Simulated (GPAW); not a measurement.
A run of GPAW 26.7.0:

The input run.py:

```python
from ase import Atoms
from ase.calculators.mixing import SumCalculator
from ase.filters import FrechetCellFilter
from ase.io import write
from ase.optimize import BFGS
from dftd4.ase import DFTD4
from gpaw import GPAW, PW, setup_paths

setup_paths.insert(0, '.')

atoms = Atoms(['Pt', 'S', 'S'],
              cell=[[3.5432, 0.0, 0.0],
                    [-1.7716, 3.0685012107, 0.0],
                    [0.0, 0.0, 5.0388]],
              scaled_positions=[[0.0, 0.0, 0.0],
                                [0.6666666667, 0.3333333333, 0.773],
                                [0.3333333333, 0.6666666667, 0.227]],
              pbc=True)

calc = GPAW(mode=PW(600),
            xc='PBEsol',
            kpts={'size': (6, 6, 4), 'gamma': True},
            occupations={'name': 'fermi-dirac', 'width': 0.05},
            nbands=26,
            convergence={'density': 1e-05, 'forces': 0.0001},
            maxiter=150,
            txt='gpaw.txt')
atoms.calc = SumCalculator([calc, DFTD4(method='pbesol')])
opt = BFGS(FrechetCellFilter(atoms), trajectory='relax.traj', logfile='-')
done = opt.run(fmax=0.02, steps=60)
calc.write('gs.gpw')
write('result.traj', atoms)
print('Converged:', done)
print('Cell:', atoms.cell.cellpar().round(4))
print('Volume:', round(atoms.get_volume(), 4))
print(atoms.get_scaled_positions().round(5))
```

Potentials or basis: PAW data sets generated in the run's folder for this functional, pw.

Launch:

```console
$ gpaw-setup -f PBEsol Pt S
$ OMP_NUM_THREADS=1 python run.py
```

Hardware: 1 thread of Intel(R) Xeon(R) Platinum 8259CL CPU @ 2.50GHz (Skylake/Cascade Lake) (shared host).

Q: Estimate the wall time of this run.

A: Run time: 10 min on 1 thread of Intel(R) Xeon(R) Platinum 8259CL CPU @ 2.50GHz (Skylake/Cascade Lake), with other jobs on the host, peak memory 0.34 GiB. Counts: scf iterations 153, plane waves 1863, bands 26, k points 24, ion steps 14.
